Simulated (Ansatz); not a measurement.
# InAs (F-43m) in Ansatz: single point with PBE

Aim: the single point of InAs with PBE.

Everything below comes from runs of Ansatz 0.2.0. Logs are shortened: lines on timing, memory, paths and dates and some standing lists are left out, and cuts for length are marked.

### Step 1. Starting point

It takes space group F-43m (No. 216, cubic). Conventional cell: a = 6.036 Å, b = 6.036 Å, c = 6.036 Å, α = 90.00°, β = 90.00°, γ = 90.00°. In (site symmetry -43m) has 4 As at 2.61 Å as nearest neighbours. As (site symmetry -43m) is surrounded by 4 In at 2.61 Å.

### Step 2. Single point, PBE

The input, input.yaml:

```yaml
crystal:
  lattice:
    - [0.0, 3.018, 3.018]
    - [3.018, 0.0, 3.018]
    - [3.018, 3.018, 0.0]
  atoms:
    - { symbol: In, position: [0.0, 0.0, 0.0] }
    - { symbol: As, position: [0.75, 0.75, 0.75] }
kpoints:
  mp_grid: { grid: [5, 5, 5] }
scf:
  occupations: { method: fermi_dirac, width: 0.04 }
hamiltonian:
  xc: pbe
  pseudopotentials: { kind: all_electron, lapw: { basis_error: 0.002 } }
output:
  forces: true
  stress: true
  eigenvalues: true
```

Potentials or basis: all-electron LAPW, scalar-relativistic.

Launch:

```sh
$ ansatz run input.yaml --threads 1 --pin off --max-ram 3072MiB --backend cpu --events-out ev --progress --plain --runs-dir out
```

Output:

```text
Warning: RAYON_NUM_THREADS=1 ignored (pool sized by the plan → 1); use --threads N
LAPW: plane waves up to 8.279 Å⁻¹, error target 2.0e-3 eV per atom; small_component_spin mean_spin; As in spheres of 1.263 Å, 23 of its electrons in bands, Dirac shells []; In in spheres of 1.351 Å, 21 of its electrons in bands, Dirac shells [] (how accurate: hamiltonian.pseudopotentials.lapw.basis_error, Limitations)
Engine: ansatz 0.2.0, aarch64-unknown-linux-gnu
Pseudopotentials: kind: all_electron
Pseudopotential: In, LAPW, valence charge 21, lapw/all_electron/scalar/gaussian/In, Koelling and Harmon's equation, gaussian nucleus
Pseudopotential: As, LAPW, valence charge 23, lapw/all_electron/scalar/gaussian/As, Koelling and Harmon's equation, gaussian nucleus
Functional definition: PBE
  parameter kappa = 0.804
  parameter beta = 0.06672455060314922
  exchange = pbe_x(kappa = kappa, mu = beta*pi^2/3)
  correlation = pbe_c(beta = beta)
Crystal: 2 atoms, lattice volume = 54.978 Å³
Basis set: ecut = 261.159678603927 eV, 531 PW (Γ), exchange–correlation at level 2
Bands: 27, of which v1, the nominal top of the filled ones, is band 22 counted from 1 (21 counted from 0)
Symmetry: 24 space group operations
Space group: F-43m (ITA 216), of the structure as read, at distance tolerance 3.8e-5 Å
k-points: 10 of 125 (time reversal used)
Non-local potential: In, projectors of the file, none
Non-local potential: As, projectors of the file, none
Initial density: superposition of atomic densities (chi_scale 0.1, normalization cell, long waves kept (reshape's long-wave potential 0.00 eV rms))
Initial wavefunctions: plane waves of lowest kinetic energy (no species holds an atomic orbital)
Functional: x = pbe(κ = 0.804, μ = 0.2195149727645171), c = pbe(β = 0.06672455060314922)
iter 1 solved again at ethr=2.09e-3 eV; its pass at ethr=1.00e-1 eV (dr2=9.18e-1 eV) is discarded
SCF iter   1: F=—  HF=-221570.565477 eV  |F-HF|=—  |Δ(HF+E_count)|=         —  Δρ=2.98e-2  dr2=9.20e-1  ethr=2.09e-3  ⟨swp⟩=2.0  Hψ=1710  notcnv=0
preconditioner: auto → none  [insulator: Δε(μ)=0.159 eV  Ē_g=15.128 eV  σ=0.040 eV  W_gap=0.73  n_scr=14 (ndim 8)  ℏωp=21.2 eV  f_vac=0.128  D(μ)=0.14/eV (n_scr^D=0)  ε∞_Penn≈3.0]
iter 2 solved again at ethr=1.03e-4 eV; its pass at ethr=2.09e-3 eV (dr2=4.51e-2 eV) is discarded
SCF iter   2: F=—  HF=-221570.300433 eV  |F-HF|=—  |Δ(HF+E_count)|=   2.65e-1  Δρ=9.33e-3  dr2=4.51e-2  ethr=1.03e-4  ⟨swp⟩=2.0  Hψ=1385  notcnv=0
SCF iter   3: F=—  HF=-221570.284308 eV  |F-HF|=—  |Δ(HF+E_count)|=         —  Δρ=4.69e-3  dr2=1.29e-2  ethr=1.03e-4  ⟨swp⟩=2.0  Hψ=800  notcnv=0
the basis was enlarged: its passes take 118.4 KiB over the memory plan, 1 of 1 planned eigensolver slots
SCF iter   4: F=—  HF=-221570.284542 eV  |F-HF|=—  |Δ(HF+E_count)|=   2.34e-4  Δρ=1.80e-3  dr2=2.10e-3  ethr=2.94e-5  ⟨swp⟩=2.0  Hψ=767  notcnv=0
SCF iter   5: F=—  HF=-221570.284469 eV  |F-HF|=—  |Δ(HF+E_count)|=   7.33e-5  Δρ=3.49e-4  dr2=8.97e-5  ethr=4.78e-6  ⟨swp⟩=2.0  Hψ=759  notcnv=0
SCF iter   6: F=—  HF=-221570.284509 eV  |F-HF|=—  |Δ(HF+E_count)|=   4.04e-5  Δρ=6.06e-5  dr2=1.86e-6  ethr=2.04e-7  ⟨swp⟩=3.0  Hψ=774  notcnv=0
SCF iter   7: F=-221570.284513 eV  HF=-221570.284513 eV  |F-HF|=1.40e-7  |Δ(HF+E_count)|=   3.91e-6  Δρ=1.06e-5  dr2=6.66e-8  ethr=4.23e-9  ⟨swp⟩=3.0  Hψ=792  notcnv=0
SCF 1 converged in 7 iterations: F = -221570.284513 eV  dr2 = 6.66e-8
SCF converged after 7 iterations
Free energy (F): -221570.284513 eV
Harris-Foulkes:  -221570.284513 eV  (|F-HF|=1.40e-7)
Internal energy: -221570.283268 eV  (E = F + TS)
E sigma→0 (E₀):  -221570.283891 eV
Entropy (-TS):   -0.001245 eV (-0.623 meV/atom)
Fermi energy:    9.787568 eV
--- Per-component energies (eV) ---
  E_band       = -1911.625219
  E_kinetic    = 230887.994090
  E_xc         = -6636.140809
  E_electrostatic = -445822.136549  (all electrons and nuclei)
  E_smearing   = -0.001245  (= −TS)
  E_closure    = 0.000000  (closes the sum)
  E_atoms      = -221562.685075  (free atoms, spherical and without spin; not in F)
  Σ components = -221570.284513   (vs F -221570.284513, Δ=0.00e0)
  Basis errors (estimates in eV, not in F): energy 8.5e-4 per atom: plane waves 7.7e-4 (4.6e-4 summed), levels above the bands 3.7e-93, relativity 9.1e-8, radial functions 8.5e-5, core shells 3.8e-7; eigenvalues (radial functions only) 1.7e-6; not estimated: angular momenta, meshes, grids; target (lapw.basis_error) 2.0e-3; muffin-tin radii As 1.263 Å, In 1.351 Å
--- Forces (eV/Å), atoms counted from 1 ---
  atom   1  In     0.00000000    -0.00000000     0.00000000
  atom   2  As    -0.00000000     0.00000000     0.00000000
  max |Σ_I F_I| component: 4.16e-17 eV/Å
--- Stress (GPa, compression-positive) ---
        4.499335      -0.000000      -0.000000
       -0.000000       4.499335       0.000000
       -0.000000       0.000000       4.499335
  P = ⅓ Tr σ = 4.4993 GPa (44.993 kbar)
--- Band table (eV; the first three rows and the last of 10) ---
  k-point 0: bands = ["-174.7870", "-118.1588", "-118.1588", "-118.1588", "-105.4609", "-63.9471", "-63.9471", "-63.9471", "-25.2050", "-25.2050", "-25.2050", "-25.1971", "-25.1971", "-4.6571", "-4.6571", "-4.6571", "-4.5300", "-4.5300", "-2.1386", "9.5853", "9.7594", "9.7594", "9.7594", "13.6695", "13.6695", "13.6695", "17.2956"]
  k-point 1: bands = ["-174.7870", "-118.1588", "-118.1588", "-118.1588", "-105.4609", "-63.9471", "-63.9471", "-63.9471", "-25.2050", "-25.2049", "-25.2049", "-25.1971", "-25.1971", "-4.7040", "-4.6436", "-4.6436", "-4.5297", "-4.5297", "-1.7351", "6.7611", "9.3389", "9.3389", "11.0526", "14.2417", "14.2417", "14.3850", "18.3032"]
  k-point 2: bands = ["-174.7870", "-118.1588", "-118.1588", "-118.1588", "-105.4609", "-63.9472", "-63.9471", "-63.9471", "-25.2051", "-25.2048", "-25.2048", "-25.1970", "-25.1970", "-4.7718", "-4.6270", "-4.6270", "-4.5237", "-4.5237", "-0.8581", "4.3726", "8.8363", "8.8363", "10.7845", "14.4684", "14.4684", "16.4522", "18.1823"]
  k-point 9: bands = ["-174.7870", "-118.1588", "-118.1588", "-118.1588", "-105.4609", "-63.9472", "-63.9472", "-63.9471", "-25.2051", "-25.2048", "-25.2045", "-25.1971", "-25.1968", "-4.8116", "-4.6075", "-4.5880", "-4.5459", "-4.5201", "-0.2501", "4.2207", "6.7041", "7.4929", "13.4732", "13.5724", "14.7214", "17.3937", "18.3305"]
```

Wall time 6.4 s (1 thread of Arm Neoverse V1, shared host); peak memory 0.24 GiB.

What came out:

| Item | Value |
| --- | --- |
| Free energy | -221570.2845 eV |
| Pressure | 4.5 GPa |
| Band gap on the k mesh | none (metal or under the smearing width) |

Caveat: the k mesh is coarse (spacing up to 0.36 Å⁻¹), so the values aren't converged; the k mesh is thin for a metal, which can move the energy by tens of meV per atom; this crystal is a semiconductor, whose small gap the functional closes, so the metal is an error of the method.
